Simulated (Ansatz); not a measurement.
# GaN (P6_3mc) in Ansatz: notebook

The runs below take GaN through single point, equation of state, with LDA.

All numbers are computed with Ansatz 0.2.0; they aren't measurements. Logs are shortened: lines on timing, memory, paths and dates and some standing lists are left out, and cuts for length are marked.

## Step 1: Starting point

It takes space group P6_3mc (No. 186, hexagonal). The conventional cell has a = 3.212 Å, b = 3.212 Å, c = 10.357 Å, α = 90.00°, β = 90.00°, γ = 120.00°. Ga (site symmetry 3m) is surrounded by 4 N at 1.95 to 2.00 Å. Around Ga (site symmetry 3m) lie 3 N at 1.94 Å. N (site symmetry 3m) has 4 Ga at 1.94 to 2.00 Å as nearest neighbours. Around N (site symmetry 3m) lie 3 Ga at 1.95 Å.

The cell is a database's computed one.

## Step 2: Single point, LDA, 10.87 Å³/atom (volume scaled by 0.94)

Contents of input.yaml:

```yaml
crystal:
  lattice:
    - [3.1459778032, 0.0, 0.0]
    - [-1.5729889016, 2.7244966974, 0.0]
    - [0.0, 0.0, 10.1454165942]
  atoms:
    - { symbol: Ga, position: [0.0, 0.0, 0.785868] }
    - { symbol: Ga, position: [0.6666666667, 0.3333333333, 0.037349] }
    - { symbol: Ga, position: [0.3333333333, 0.6666666667, 0.537349] }
    - { symbol: Ga, position: [0.0, 0.0, 0.285868] }
    - { symbol: "N", position: [0.0, 0.0, 0.093038] }
    - { symbol: "N", position: [0.6666666667, 0.3333333333, 0.343745] }
    - { symbol: "N", position: [0.0, 0.0, 0.593038] }
    - { symbol: "N", position: [0.3333333333, 0.6666666667, 0.843745] }
hamiltonian:
  xc: lda
  pseudopotentials: { kind: paw }
kpoints:
  mp_grid: { grid: [10, 10, 3] }
scf:
  occupations: { method: fermi_dirac, width: 0.05 }
output:
  forces: true
  stress: true
  eigenvalues: true
```

Potentials or basis: Ansatz PAW.

On the command line:

```sh
$ ansatz run input.yaml --threads 4 --pin off --max-ram 11264MiB --backend cpu --events-out ev --progress --plain --runs-dir out
```

Output:

```text
Warning: RAYON_NUM_THREADS=4 ignored (pool sized by the plan → 4); use --threads N
Engine: ansatz 0.2.0, aarch64-unknown-linux-gnu
Pseudopotentials: kind: paw
Pseudopotential: Ga, paw, valence charge 13, recommended cutoff 420 eV (normal), Ga.paw.azcp
Pseudopotential: N, paw, valence charge 5, recommended cutoff 420 eV (normal), N.paw.azcp
Functional definition: SPW92
  exchange = slater_x
  correlation = pw_c
Crystal: 8 atoms, lattice volume = 86.958 Å³
Basis set: ecut = 420 eV, 1677 PW (Γ)
Bands: 44, of which v1, the nominal top of the filled ones, is band 36 counted from 1 (35 counted from 0)
Symmetry: 12 space group operations
Space group: P63mc (ITA 186), of the structure as read, at distance tolerance 4.4e-5 Å
k-points: 28 of 300 (time reversal used)
Non-local potential: Ga, projectors of the file, l = 0: 2, l = 1: 2, l = 2: 3, l = 3: 1
Non-local potential: N, projectors of the file, l = 0: 2, l = 1: 2, l = 2: 1
PAW form: soft (Blöchl's): semilocal exchange-correlation on the pseudo side does not see the compensation charge
PAW frozen core: Ga, regenerated for the run's functional, and the local potential with it (the file was generated under x = pbe(κ = 0.804, μ = 0.2195149727645171), c = pbe(β = 0.06672455060314922))
PAW frozen core: N, regenerated for the run's functional, and the local potential with it (the file was generated under x = pbe(κ = 0.804, μ = 0.2195149727645171), c = pbe(β = 0.06672455060314922))
PAW one-centre angular grid: Ga, 590 points (default); XC on 64 Gauss nodes
PAW one-centre angular grid: N, 110 points (default); XC on 64 Gauss nodes
Initial density: superposition of atomic densities (neutral atoms: chi_scale 0, normalization atom), corrected by the library's trained network
Initial wavefunctions: pseudopotential atomic-orbital guess
Functional: x = slater, c = lda
SCF iter   1: F=—  HF=-16326.024979 eV  |F-HF|=—  |Δ(HF+E_count)|=         —  Δρ=1.25e-2  dr2=1.31e-1  ethr=1.77e-3  ⟨swp⟩=5.9  Hψ=4396  notcnv=0  defer=13
preconditioner: auto → Resta (q_TF=auto, 2.644 Å⁻¹)  ε∞=5.2  [insulator: Δε(μ)=1.187 eV  Ē_g=16.437 eV  σ=0.050 eV  W_gap=1.00  n_scr=38 (ndim 8)  ℏωp=33.8 eV  f_vac=0.002  D(μ)=0.00/eV (n_scr^D=0)  ε∞_Penn≈5.2]
SCF iter   2: F=—  HF=-16325.994167 eV  |F-HF|=—  |Δ(HF+E_count)|=   3.08e-2  Δρ=5.41e-3  dr2=2.75e-2  ethr=1.83e-4  ⟨swp⟩=2.0  Hψ=1605  notcnv=0  defer=75
SCF iter   3: F=—  HF=-16325.987226 eV  |F-HF|=—  |Δ(HF+E_count)|=   6.94e-3  Δρ=1.43e-3  dr2=8.55e-4  ethr=3.82e-5  ⟨swp⟩=2.0  Hψ=1653  notcnv=0  defer=48
automatic band count: iteration 3 solves 43 bands in place of 44: the levels show a gap, and the empty bands left out lie too high to hold charge; the band table lists the bands solved (type scf.n_extra_bands for more)
SCF iter   4: F=—  HF=-16325.986677 eV  |F-HF|=—  |Δ(HF+E_count)|=   5.50e-4  Δρ=5.28e-4  dr2=2.32e-4  ethr=1.19e-6  ⟨swp⟩=2.0  Hψ=1923  notcnv=0  defer=48
SCF iter   5: F=—  HF=-16325.986587 eV  |F-HF|=—  |Δ(HF+E_count)|=   8.95e-5  Δρ=1.04e-4  dr2=2.10e-5  ethr=3.22e-7  ⟨swp⟩=2.1  Hψ=2006  notcnv=0  defer=48
SCF iter   6: F=—  HF=-16325.986582 eV  |F-HF|=—  |Δ(HF+E_count)|=   4.79e-6  Δρ=3.25e-5  dr2=1.41e-6  ethr=2.91e-8  ⟨swp⟩=2.0  Hψ=1593  notcnv=0  defer=48
SCF iter   7: F=-16325.986582 eV  HF=-16325.986582 eV  |F-HF|=1.16e-7  |Δ(HF+E_count)|=   4.98e-7  Δρ=9.69e-6  dr2=5.31e-8  ethr=1.39e-10  ⟨swp⟩=7.4  Hψ=5852  notcnv=0
SCF 1 converged in 7 iterations: F = -16325.986582 eV  dr2 = 5.31e-8
SCF converged after 7 iterations
Free energy (F): -16325.986582 eV
Harris-Foulkes:  -16325.986582 eV  (|F-HF|=1.16e-7)
Internal energy: -16325.986582 eV  (E = F + TS)
E sigma→0 (E₀):  -16325.986582 eV
Entropy (-TS):   -0.000000 eV (-0.000 meV/atom)
Fermi energy:    11.245591 eV
--- Per-component energies (eV) ---
  E_band       = -2.399326
  E_kinetic    = 989.843828
  E_local      = -7543.294908  (includes V_loc(G=0)·N_el)
  E_nonlocal   = 1911.666686
  E_hartree    = 3470.755252
  E_xc         = -511.898521
  E_vxc        = -537.516726  (∫ρ·V_xc dr)
  E_paw        = -8140.735544  (= ΣΔE_a)
  E_vpaw       = -1764.611467  (= ΣTr[D̂ρ^β])
  E_aug_tail   = -0.000031  (compensation charges beyond the density's cutoff)
  E_ewald      = -6509.557440
  E_core_change = 7.234096  (= ΣΔE_core)
  E_smearing   = -0.000000  (= −TS)
  E_closure    = 0.000000  (closes the sum)
  Σ components = -16325.986582   (vs F -16325.986582, Δ=0.00e0)
--- Forces (eV/Å), atoms counted from 1 ---
  atom   1  Ga     0.00000000    -0.00000000    -0.00828693
  atom   2  Ga     0.00000000    -0.00000000    -0.30533279
  atom   3  Ga    -0.00000000     0.00000000    -0.30533279
  atom   4  Ga    -0.00000000     0.00000000    -0.00828693
  atom   5  N      0.00000000     0.00000000    -0.17017277
  atom   6  N     -0.00000000     0.00000000     0.48382687
  atom   7  N      0.00000000    -0.00000000    -0.17017277
  atom   8  N     -0.00000000    -0.00000000     0.48382687
  max |Σ_I F_I| component: 6.88e-5 eV/Å
--- Stress (GPa, compression-positive) ---
       -2.574727       0.000000       0.000000
        0.000000      -2.574727       0.000000
        0.000000       0.000000       3.947331
  P = ⅓ Tr σ = -0.4007 GPa (-4.007 kbar)
--- Band table (eV; the first three rows and the last of 28) ---
  k-point 0: bands = ["-6.1912", "-5.8331", "-5.0414", "-4.8903", "-3.9655", "-3.9655", "-3.9624", "-3.9624", "-3.7471", "-3.7392", "-3.7392", "-3.7339", "-3.7339", "-3.6826", "-3.3357", "-3.3357", "-3.3350", "-3.3350", "-3.0420", "-3.0420", "-3.0381", "-3.0381", "-2.8632", "-1.9317", "3.2427", "5.9570", "7.0472", "9.1288", "9.1288", "9.1723", "9.1723", "9.9917", "9.9917", "10.0201", "10.0201", "10.5753", "11.8626", "14.3128", "14.4059", "14.4911", "17.8075", "18.5540", "19.2293"]
  k-point 1: bands = ["-6.1181", "-5.9437", "-4.9853", "-4.9144", "-3.9647", "-3.9647", "-3.9631", "-3.9631", "-3.7382", "-3.7380", "-3.7380", "-3.7353", "-3.7353", "-3.7087", "-3.3355", "-3.3355", "-3.3351", "-3.3351", "-3.0411", "-3.0411", "-3.0391", "-3.0391", "-2.6413", "-2.1828", "3.7298", "4.8937", "8.1777", "9.1395", "9.1395", "9.1610", "9.1610", "9.6292", "9.9989", "9.9989", "10.0128", "10.0128", "12.6752", "13.7052", "14.4722", "14.5796", "18.0374", "18.4018", "19.4798"]
  k-point 2: bands = ["-6.0881", "-5.7644", "-4.9694", "-4.8572", "-3.9694", "-3.9689", "-3.9479", "-3.9455", "-3.7638", "-3.7578", "-3.7355", "-3.7319", "-3.6956", "-3.6058", "-3.3210", "-3.3151", "-3.3136", "-3.3100", "-3.0718", "-3.0557", "-3.0431", "-3.0378", "-2.7769", "-1.8460", "3.4085", "5.9250", "7.0066", "8.3163", "8.7503", "8.8486", "9.0446", "9.0529", "9.4620", "9.7526", "9.9682", "10.5139", "12.6470", "14.5661", "14.9953", "15.0497", "17.5213", "17.9771", "18.6644"]
  k-point 27: bands = ["-5.3336", "-5.3123", "-4.5222", "-4.5191", "-3.8871", "-3.8857", "-3.8467", "-3.8412", "-3.8082", "-3.8014", "-3.6681", "-3.6680", "-3.2525", "-3.2433", "-3.2097", "-3.2096", "-3.1318", "-3.1309", "-3.0594", "-3.0582", "-1.6208", "-1.5946", "-0.9288", "-0.8977", "3.5346", "3.6308", "3.9865", "4.3363", "5.0720", "5.2518", "6.2714", "6.4234", "7.3278", "8.1748", "9.3294", "9.4557", "13.6243", "13.7312", "16.9655", "17.4775", "17.4922", "17.8337", "18.4555"]
```

Run time: 2.8 s. Hardware: 4 threads of Arm Neoverse V1, shared host; peak memory 0.38 GiB.

What came out:

- Free energy: -16325.9866 eV
- Pressure: -0.4 GPa
- Largest force: 0.484 eV/Å
- Band gap on the k mesh: 1.29 eV, direct

Caveat: odd divisions of the mesh miss points on the zone boundary, where band edges often lie, so the gap on the mesh can be too wide; the pressure holds a Pulay correction of +0.7 GPa for the finite cutoff; the PAW data sets come from PBE, with cores solved anew for the run's functional, which leaves a small shift of forces and pressure.

## Step 3: Single point, LDA, 11.10 Å³/atom (volume scaled by 0.96)

Changes to input.yaml since step 2:

```diff
@@ -2,5 +2,5 @@
   lattice:
-    - [3.1459778032, 0.0, 0.0]
-    - [-1.5729889016, 2.7244966974, 0.0]
-    - [0.0, 0.0, 10.1454165942]
+    - [3.1681333064, 0.0, 0.0]
+    - [-1.5840666532, 2.743683926, 0.0]
+    - [0.0, 0.0, 10.216865544]
   atoms:
@@ -25 +25,5 @@
   eigenvalues: true
+  write_density: true
+  write_potential: true
+  elf: true
+  volumetric_format: npy
```

Potentials or basis: Ansatz PAW.

On the command line:

```sh
$ ansatz run input.yaml --threads 4 --pin off --max-ram 11264MiB --backend cpu --events-out ev --progress --plain --runs-dir out
```

It took 4.6 s on 4 threads of Arm Neoverse V1, shared host; peak memory 0.41 GiB.

Results (log left out):

```yaml
Free_energy: -16325.9583 eV
Pressure: -4.4 GPa
Largest_force: 0.336 eV/Å
Band_gap_on_the_k_mesh: 1.13 eV, direct
```

Caveat: odd divisions of the mesh miss points on the zone boundary, where band edges often lie, so the gap on the mesh can be too wide; the pressure holds a Pulay correction of +0.7 GPa for the finite cutoff; the PAW data sets come from PBE, with cores solved anew for the run's functional, which leaves a small shift of forces and pressure.

## Step 4: Single point, LDA, 11.33 Å³/atom (volume scaled by 0.98)

Changes to input.yaml since step 3:

```diff
@@ -2,5 +2,5 @@
   lattice:
-    - [3.1681333064, 0.0, 0.0]
-    - [-1.5840666532, 2.743683926, 0.0]
-    - [0.0, 0.0, 10.216865544]
+    - [3.1899831921, 0.0, 0.0]
+    - [-1.594991596, 2.762606482, 0.0]
+    - [0.0, 0.0, 10.2873289123]
   atoms:
```

On the command line:

```sh
$ ansatz run input.yaml --threads 4 --pin off --max-ram 11264MiB --backend cpu --events-out ev --progress --plain --runs-dir out
```

It took 4.2 s on 4 threads of Arm Neoverse V1, shared host; peak memory 0.41 GiB.

It converged, with:

* Free energy: -16325.8868 eV
* Pressure: -7.9 GPa
* Largest force: 0.205 eV/Å
* Band gap on the k mesh: 0.97 eV, direct

Caveat: odd divisions of the mesh miss points on the zone boundary, where band edges often lie, so the gap on the mesh can be too wide; the pressure holds a Pulay correction of +0.6 GPa for the finite cutoff; the PAW data sets come from PBE, with cores solved anew for the run's functional, which leaves a small shift of forces and pressure.

## Step 5: Single point, LDA, 11.56 Å³/atom

Changes to input.yaml since step 4:

```diff
@@ -2,5 +2,5 @@
   lattice:
-    - [3.1899831921, 0.0, 0.0]
-    - [-1.594991596, 2.762606482, 0.0]
-    - [0.0, 0.0, 10.2873289123]
+    - [3.2115377864, 0.0, 0.0]
+    - [-1.6057688932, 2.7812733083, 0.0]
+    - [0.0, 0.0, 10.35684]
   atoms:
@@ -25,5 +25 @@
   eigenvalues: true
-  write_density: true
-  write_potential: true
-  elf: true
-  volumetric_format: npy
```

On the command line:

```sh
$ ansatz run input.yaml --threads 4 --pin off --max-ram 11264MiB --backend cpu --events-out ev --progress --plain --runs-dir out
```

It took 3.1 s on 4 threads of Arm Neoverse V1, shared host; peak memory 0.39 GiB.

The run converged. Its results:

```yaml
Free_energy: -16325.7767 eV
Pressure: -11.1 GPa
Largest_force: 0.220 eV/Å
Band_gap_on_the_k_mesh: 0.82 eV, direct
```

Caveat: odd divisions of the mesh miss points on the zone boundary, where band edges often lie, so the gap on the mesh can be too wide; the pressure holds a Pulay correction of +0.6 GPa for the finite cutoff; the PAW data sets come from PBE, with cores solved anew for the run's functional, which leaves a small shift of forces and pressure.

## Step 6: Single point, LDA, 11.79 Å³/atom (volume scaled by 1.02)

Changes to input.yaml since step 5:

```diff
@@ -2,5 +2,5 @@
   lattice:
-    - [3.2115377864, 0.0, 0.0]
-    - [-1.6057688932, 2.7812733083, 0.0]
-    - [0.0, 0.0, 10.35684]
+    - [3.2328068684, 0.0, 0.0]
+    - [-1.6164034342, 2.7996928736, 0.0]
+    - [0.0, 0.0, 10.4254303433]
   atoms:
```

Potentials or basis: Ansatz PAW.

On the command line:

```sh
$ ansatz run input.yaml --threads 4 --pin off --max-ram 11264MiB --backend cpu --events-out ev --progress --plain --runs-dir out
```

Wall time 3.1 s (4 threads of Arm Neoverse V1, shared host); peak memory 0.39 GiB.

The run converged. Its results:

```yaml
Free_energy: -16325.6320 eV
Pressure: -13.9 GPa
Largest_force: 0.234 eV/Å
Band_gap_on_the_k_mesh: 0.68 eV, direct
```

Caveat: odd divisions of the mesh miss points on the zone boundary, where band edges often lie, so the gap on the mesh can be too wide; the pressure holds a Pulay correction of +0.6 GPa for the finite cutoff; the PAW data sets come from PBE, with cores solved anew for the run's functional, which leaves a small shift of forces and pressure.

## Step 7: Single point, LDA, 12.03 Å³/atom (volume scaled by 1.04)

Changes to input.yaml since step 6:

```diff
@@ -2,5 +2,5 @@
   lattice:
-    - [3.2328068684, 0.0, 0.0]
-    - [-1.6164034342, 2.7996928736, 0.0]
-    - [0.0, 0.0, 10.4254303433]
+    - [3.253799709, 0.0, 0.0]
+    - [-1.6268998545, 2.8178732069, 0.0]
+    - [0.0, 0.0, 10.4931298399]
   atoms:
```

On the command line:

```sh
$ ansatz run input.yaml --threads 4 --pin off --max-ram 11264MiB --backend cpu --events-out ev --progress --plain --runs-dir out
```

Run time: 3.1 s. Hardware: 4 threads of Arm Neoverse V1, shared host; peak memory 0.4 GiB.

It converged, with:

```
Free energy            : -16325.4571 eV
Pressure               : -16.4 GPa
Largest force          : 0.317 eV/Å
Band gap on the k mesh : 0.54 eV, direct
```

Caveat: odd divisions of the mesh miss points on the zone boundary, where band edges often lie, so the gap on the mesh can be too wide; the pressure holds a Pulay correction of +0.6 GPa for the finite cutoff; the PAW data sets come from PBE, with cores solved anew for the run's functional, which leaves a small shift of forces and pressure.

## Step 8: Single point, LDA, 12.26 Å³/atom (volume scaled by 1.06)

Changes to input.yaml since step 7:

```diff
@@ -2,5 +2,5 @@
   lattice:
-    - [3.253799709, 0.0, 0.0]
-    - [-1.6268998545, 2.8178732069, 0.0]
-    - [0.0, 0.0, 10.4931298399]
+    - [3.2745251067, 0.0, 0.0]
+    - [-1.6372625534, 2.8358219278, 0.0]
+    - [0.0, 0.0, 10.5599668638]
   atoms:
```

On the command line:

```sh
$ ansatz run input.yaml --threads 4 --pin off --max-ram 11264MiB --backend cpu --events-out ev --progress --plain --runs-dir out
```

Wall time 3.1 s (4 threads of Arm Neoverse V1, shared host); peak memory 0.4 GiB.

Results (log left out):

* Free energy: -16325.2549 eV
* Pressure: -18.6 GPa
* Largest force: 0.413 eV/Å
* Band gap on the k mesh: 0.41 eV, direct

Caveat: odd divisions of the mesh miss points on the zone boundary, where band edges often lie, so the gap on the mesh can be too wide; the pressure holds a Pulay correction of +0.6 GPa for the finite cutoff; the PAW data sets come from PBE, with cores solved anew for the run's functional, which leaves a small shift of forces and pressure.

## Step 9: Equation of state, LDA

Potentials or basis: Ansatz PAW.

This step only gathers the single runs of the series.

Results:

| Property | Result |
| --- | --- |
| Equilibrium volume | 10.85 Å³/atom (rough: see the caveat) |
| Bulk modulus at fixed shape and positions | 200 GPa (rough) |

Energy against volume, from the lowest point:
| volume (Å³/atom) | energy (meV/atom) |
| --- | --- |
| 10.870 | 0.00 |
| 11.101 | 3.54 |
| 11.332 | 12.48 |
| 11.564 | 26.24 |
| 11.795 | 44.32 |
| 12.026 | 66.18 |
| 12.257 | 91.46 |

Caveat: the minimum lies outside the volumes run; the cell was scaled at fixed shape and fractional positions, which overstates the stiffness of a crystal with free parameters, most of all of layers and chains.
